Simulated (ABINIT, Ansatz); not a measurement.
Given: the input of a run of ABINIT 10.8.3 (patched build) on As. Atoms were shifted at random by some hundredths of an Å from the given cell, which wasn't relaxed again for these runs. This isn't the form of As at room conditions, which is rhombohedral.

File run.abi:

```
# Pseudopotentials
pp_dirpath "./"
pseudos "As.GGA_PBE-JTH.xml"

# Structure
acell 4.5664 4.5664013823 2.83374 Angstrom
rprim
     1.0000000000     0.0000000000     0.0000000000
    -0.4999998486     0.8660254912     0.0000000000
     0.0000000000     0.0000000000     1.0000000000
ntypat 1
znucl 33
natom 2
typat 1 1
xred
     0.3367040000     0.6721190000     0.0111030000
     0.6722130000     0.3384260000     0.0180990000
chkprim 0
chksymtnons 0
tolsym 1.0e-6

# Plane-wave basis
ecut 15.0
pawecutdg 30.0
pawxcdev 0

# k points
kptopt 1
ngkpt 7 7 9
nshiftk 1
shiftk 0.0 0.0 0.0

# Exchange and correlation
ixc 11

# Bands and occupations
nband 19
occopt 3
tsmear 0.00183747

# SCF cycle
nstep 100
tolvrs 1.0e-9

# Output
iomode 3
prtwf 0
prtden 0
prteig 0
prtebands 0
```

Potentials or basis: JTH PAW PBE v2.0.

Run with:

```console
$ abinit run.abi > log 2>&1
```

Problem. Set up the same calculation for Ansatz 0.2.0. Potentials or basis there: Ansatz PAW (earlier soft set), cutoff 420 eV.

Solution. As run (cutoffs and basis follow the program's own potentials, and thresholds, step limits or extra output files can differ):

Contents of input.yaml:

```yaml
crystal:
  lattice:
    - [4.5664, 0.0, 0.0]
    - [-2.2832, 3.95462, 0.0]
    - [0.0, 0.0, 2.83374]
  atoms:
    - { symbol: As, position: [0.336704, 0.672119, 0.011103] }
    - { symbol: As, position: [0.672213, 0.338426, 0.018099] }
hamiltonian:
  xc: pbe
  pseudopotentials: { kind: paw, azcp: { folder: soft_1 } }
kpoints:
  mp_grid: { grid: [7, 7, 9] }
scf:
  occupations: { method: fermi_dirac, width: 0.05 }
output:
  forces: true
  stress: true
  eigenvalues: true
```

Potentials or basis: Ansatz PAW soft_1.

Launch:

```bash
$ ansatz run input.yaml --threads 1 --pin off --max-ram 3584MiB --backend cpu --events-out ev --progress --plain --runs-dir out
```

Both were run:

|  | ABINIT | Ansatz |
| --- | --- | --- |
| Pressure | -0.1 GPa | -0.1 GPa |
| Largest force | 0.053 eV/Å | 0.051 eV/Å |
| Energy over the undisturbed cell | 0.4 meV/atom | 0.3 meV/atom |

Ansatz's pressure holds a Pulay term of +0.02 GPa for its cutoff of 420 eV, which the other run lacks.

Where Ansatz's input types no cutoff or centring, it takes its own default and a Γ-centred mesh.

Pressure is positive in compression.
